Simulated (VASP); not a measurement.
# Settings for H₂O: relaxation of the atoms

H₂O, molecule in box, 3 atoms in the cell. PBE, relaxation of the atoms; PAW potentials O, H (PBE set). VASP 6.6.1.

Wanted: energy within 1 meV/atom; two shortest distances of each atom within 0.01 Å.

POSCAR:
```
H2O
1.0
   10.0000000000      0.0000000000      0.0000000000
    0.0000000000     11.0000000000      0.0000000000
    0.0000000000      0.0000000000     10.0000000000
O H
1 2
Direct
    0.4686860000      0.5295380000      0.4819630000
    0.5341830000      0.5617200000      0.5283570000
    0.4764610000      0.4417690000      0.4787900000
```

The series start from Force threshold EDIFFG (eV/Å): -0.02; Electronic threshold EDIFF (eV): 1e-6; Relaxation method: conjugate gradient, POTIM 0.5; Mixing and least electronic steps: default. Each series keeps the choices made before it, and each single choice may use up half of a tolerance.

## Force threshold EDIFFG (eV/Å)

| Force threshold EDIFFG (eV/Å) | Energy less reference (meV/atom) | Two shortest distances of each atom, largest deviation (Å) | Time (s) |
|---|---|---|---|
| -0.1 | 0.0 | 0.000 | 26 |
| -0.05 | 0.0 | 0.000 | 24 |
| -0.03 | 0.0 | 0.000 | 23 |
| -0.02 | 0.0 | 0.000 | 22 |
| -0.01 | 0.0 | 0.000 | 22 |
| -0.005 | 0.0 | 0.000 | 21 |
| -0.002 (reference) | 0.0 | 0.000 | 54 |

## Electronic threshold EDIFF (eV)

| Electronic threshold EDIFF (eV) | Energy less reference (meV/atom) | Two shortest distances of each atom, largest deviation (Å) | Time (s) |
|---|---|---|---|
| 0.001 | 0.1 | 0.001 | 8.3 |
| 0.0001 | 0.0 | 0.001 | 11 |
| 1e-5 | 0.0 | 0.000 | 15 |
| 1e-6 | 0.0 | 0.000 | 26 |
| 1e-7 (reference) | 0.0 | 0.000 | 24 |

## Relaxation method

| Relaxation method | Energy less reference (meV/atom) | Two shortest distances of each atom, largest deviation (Å) | Time (s) |
|---|---|---|---|
| conjugate gradient, POTIM 0.5 | 0.0 | 0.000 | 8.3 |
| conjugate gradient, POTIM 0.2 | 0.0 | 0.001 | 5.8 |
| conjugate gradient, POTIM 1.0 | 0.1 | 0.002 | 11 |
| quasi-Newton, POTIM 0.5 | -0.1 | 0.000 | 9.5 |
| quasi-Newton, POTIM 0.3, 10 steps kept | 0.0 | 0.001 | 6.2 |
| quasi-Newton, POTIM 0.5, at least 5 electronic steps | -0.1 | 0.001 | 11 |
| damped dynamics, POTIM 0.2, SMASS 0.4 | 4656.9 | 5.066 | 94 |
| damped dynamics, POTIM 0.4, SMASS 0.8 | 4648.1 | 4.518 | 145 |
| velocity quench, POTIM 0.1 | 0.0 | 0.003 | 7.6 |

## Mixing and least electronic steps

| Mixing and least electronic steps | Energy less reference (meV/atom) | Two shortest distances of each atom, largest deviation (Å) | SCF iterations | Time (s) |
|---|---|---|---|---|
| default | 0.0 | 0.000 | 38 | 5.8 |
| MAXMIX 40 | 0.0 | 0.001 | 41 | 7.4 |
| NELMIN 4 | 0.0 | 0.001 | 49 | 8.0 |
| NELMIN 4, MAXMIX 40 | -0.1 | 0.001 | 63 | 10 |
| ALGO Fast | 0.0 | 0.001 | 48 | 8.2 |

## Question

The rows run from the loosest to the tightest (no order: relaxation method, mixing and least electronic steps). For each series: choose the loosest value from which every tighter one stays within half of the tolerance; where there is no order, keep the first row unless others stay within half of the tolerance and take at least 30 % less time, and then take the fastest.

## Answer

- Force threshold EDIFFG (eV/Å): -0.1
- Electronic threshold EDIFF (eV): 0.001
- Relaxation method: conjugate gradient, POTIM 0.2
- Mixing and least electronic steps: default

## All choices together

| Input | Energy less reference (meV/atom) | Two shortest distances of each atom, largest deviation (Å) | Time (s) |
|---|---|---|---|
| program defaults (naive) | 0.0 | 0.001 | 12 |
| chosen settings | 0.1 | 0.001 | 5.8 |
| reference settings throughout | 0.0 | 0.000 | 56 |

The tolerance is met.

Values of the reference run: Two shortest distances of each atom: 0.9726, 0.9726, 0.9726, 0.9726, 1.538, 1.538 A.

## The input

INCAR:
```
SYSTEM = H2O
PREC = Normal
ENCUT = 400
EDIFF = 0.001
ISMEAR = 0
SIGMA = 0.01
ISYM = 0
LREAL = .FALSE.
LASPH = .TRUE.
NELM = 100
ALGO = Normal
LWAVE = .FALSE.
LCHARG = .FALSE.
IBRION = 2
NSW = 150
ISIF = 2
EDIFFG = -0.1
POTIM = 0.2
KPAR = 1
```

KPOINTS:
```
k-points
0
Gamma
  1 1 1
```

Commands:
```
cat potpaw_PBE.64/O/POTCAR potpaw_PBE.64/H/POTCAR > POTCAR
mpirun -np 4 vasp_gam > vasp.out
```

The naive input happens to agree within the tolerance here, in 12 s.

The chosen input took VASP 6.6.1 5.8 s on 4 cores (AMD EPYC 9R45 (Zen 5)), a shared host.

## An input that fails: ionic step far too long

What the run shows: internal error in: us.F  at line: 1398 internal ERROR SETYLM_AUG: 91 -68 1382 27 90 56 -69 If you are not a developer, you should not encounter this problem. Please submit a bug report.

Changes against the starting input:
```
- NELM = 100
- IBRION = 2
- NSW = 150
- POTIM = 0.5
+ NELM = 60
+ IBRION = 3
+ NSW = 30
+ POTIM = 5.0
+ SMASS = 0.4
```
